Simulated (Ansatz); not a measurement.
Hf: all-electron results

```
Hf
1.0
    -1.76749    1.76749    1.76749
     1.76749   -1.76749    1.76749
     1.76749    1.76749   -1.76749
Hf
1
Direct
  0.00000 0.00000 0.00000
```

The conventional cell has a = 3.535 Å, b = 3.535 Å, c = 3.535 Å, α = 90.00°, β = 90.00°, γ = 90.00°. Hf (atom 1) is surrounded by 8 Hf at 3.06 Å.

Structure from Materials Project entry mp-100 (possibly hypothetical), not relaxed further.

No spin–orbit coupling, which matters for the heavy atoms here.

Theory: DFT, LDA, all-electron LAPW, scalar-relativistic in Ansatz 0.2.0.

Settings: a Γ-centred 14×14×14 k mesh, Fermi–Dirac smearing of 0.05 eV, basis error target 0.5 meV/atom, no spin polarisation.

- Pressure at this cell: -7.90 GPa
- Volume per atom: 22.09 Å³

Task: Band gap: what does the calculation give?

Result: none: bands cross the Fermi level, a metal.

Task: Give the computed value. Density of states at the Fermi level (0.2 eV bin).

Result: 1.69 states/eV per cell.
